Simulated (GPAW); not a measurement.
Runs of GPAW 26.7.0 on GaN. Symmetry: F-43m, No. 216, cubic system. Conventional cell: a = 4.507 Å, b = 4.507 Å, c = 4.507 Å, α = 90.00°, β = 90.00°, γ = 90.00°. Around Ga (site symmetry -43m) lie 4 N at 1.95 Å. N (site symmetry -43m) has 4 Ga at 1.95 Å as nearest neighbours. The cell is a database's computed one.

```csv
task,level,potentials or basis,k mesh,cutoff (eV),smearing,maxiter,convergence,response ecut,response k mesh,response bands,grid spacing,gap on the mesh (eV),pressure (GPa)
single point,LDA,"the program's PAW data sets (release 1.2.1) made for this functional, pw",8 × 8 × 8,600,fermi-dirac 0.05 eV,120,default,-,-,-,-,1.84,(a)
dielectric tensor,PBEsol,"PAW data sets generated in the run's folder for this functional, pw",8 × 8 × 8,600,fermi-dirac 0.001 eV,150,-,80 eV,26 × 26 × 26,24,-,(b),-
band structure,PBE,"GPAW PAW data sets (gpaw-data 1.2.1), fd",10 × 10 × 10,-,fermi-dirac 0.05 eV,150,-,-,-,-,0.16 Å,1.86,-
single point,PBE,"GPAW PAW data sets (gpaw-data 1.2.1), pw",8 × 8 × 8,600,fermi-dirac 0.05 eV,120,default,-,-,-,-,1.80,7.0
```

Alike in all rows: no spin polarisation; cell as given.

**Question.** Estimate the missing entries.

**Answer.** (a) -5.1; (b) 1.76.

Caveats: the cutoff is short for stress and forces, so pressures can be off by a GPa or more (some runs); the long-wavelength limit can be off by a per cent or two (some runs).

A k mesh can miss the band edges, and the runs leave out spin-orbit coupling on Ga.
